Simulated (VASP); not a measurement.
Here is a VASP 6.6.1 calculation.

The input INCAR:

```
SYSTEM = CdSe
  ALGO = Normal
  EDIFF = 1E-6
  ENCUT = 520
  ISIF = 2
  ISMEAR = 0
  LASPH = .True.
  LCHARG = .False.
  LMIXTAU = .True.
  LREAL = .False.
  LWAVE = .False.
  METAGGA = R2SCAN
  NBANDS = 16
  NELM = 80
  PREC = Accurate
  SIGMA = 0.03
```

Contents of KPOINTS:

```
k-points
0
Gamma
  8 8 8
  0 0 0
```

POSCAR

```
CdSe                                    
1.0
    0.0000000000      3.0462071933      3.0462071933
    3.0462071933      0.0000000000      3.0462071933
    3.0462071933      3.0462071933      0.0000000000
  Cd              Se            
     1     1
Direct
     0.0000000000000000    0.0000000000000000    0.0000000000000000
     0.2500000000000000    0.2500000000000000    0.2500000000000000
```

File KPOINTS_OPT:

```
explicit points
209
Reciprocal
 0.0000000000  0.0000000000  0.0000000000 1
 0.0263157895  0.0000000000  0.0263157895 1
 0.0526315789  0.0000000000  0.0526315789 1
 0.0789473684  0.0000000000  0.0789473684 1
 0.1052631579  0.0000000000  0.1052631579 1
 0.1315789474  0.0000000000  0.1315789474 1
[... 201 lines left out ...]
 0.4250000000  0.0000000000  0.4250000000 1
 0.4500000000  0.0000000000  0.4500000000 1
```

Potentials or basis: VASP PAW PBE potentials, release 64 (Cd, Se).

The run is started by

```console
$ cat potpaw_PBE.64/Cd/POTCAR potpaw_PBE.64/Se/POTCAR > POTCAR
$ mpirun -np 1 vasp_std > vasp.out
```

**Question.** Predict the band gap on the k mesh.

**Answer.** 1.08 eV, direct.

**Question.** Estimate the pressure.

**Answer.** 1.4 GPa.

**Question.** What does it give for the band gap along the path?

**Answer.** 1.08 eV, direct.

Levels at the corners of the path, in eV from the valence-band top:
| point | band 7 | band 8 | band 9 | band 10 | band 11 | band 12 |
| --- | --- | --- | --- | --- | --- | --- |
| Γ | 0.00 | 0.00 | 0.00 | 1.08 | 6.47 | 6.47 |
| X | -4.06 | -1.87 | -1.87 | 3.47 | 4.15 | 9.67 |
| X | -4.06 | -1.87 | -1.87 | 3.47 | 4.15 | 9.67 |
| W | -3.95 | -2.26 | -2.22 | 5.51 | 5.51 | 7.06 |
| W | -3.95 | -2.26 | -2.22 | 5.51 | 5.51 | 7.06 |
| K | -3.99 | -2.55 | -1.53 | 4.09 | 5.56 | 8.74 |
| K | -3.99 | -2.55 | -1.53 | 4.09 | 5.56 | 8.74 |
| Γ | 0.00 | 0.00 | 0.00 | 1.08 | 6.47 | 6.47 |
| Γ | 0.00 | 0.00 | 0.00 | 1.08 | 6.47 | 6.47 |
| L | -4.40 | -0.75 | -0.75 | 2.86 | 6.93 | 6.93 |
| L | -4.40 | -0.75 | -0.75 | 2.86 | 6.93 | 6.93 |
| U | -3.99 | -2.55 | -1.53 | 4.09 | 5.56 | 8.74 |
| U | -3.99 | -2.55 | -1.53 | 4.09 | 5.56 | 8.74 |
| W | -3.95 | -2.26 | -2.22 | 5.51 | 5.51 | 7.06 |
| W | -3.95 | -2.26 | -2.22 | 5.51 | 5.51 | 7.06 |
| L | -4.40 | -0.75 | -0.75 | 2.86 | 6.93 | 6.93 |
| L | -4.40 | -0.75 | -0.75 | 2.86 | 6.93 | 6.93 |
| K | -3.99 | -2.55 | -1.53 | 4.09 | 5.56 | 8.74 |
| U | -3.99 | -2.55 | -1.53 | 4.09 | 5.56 | 8.74 |
| X | -4.06 | -1.87 | -1.87 | 3.47 | 4.15 | 9.67 |

Caveat: the PAW data sets were made with another functional, which shifts forces and pressure a little. r2SCAN opens gaps a little over a GGA but as a rule still falls short of measured ones.
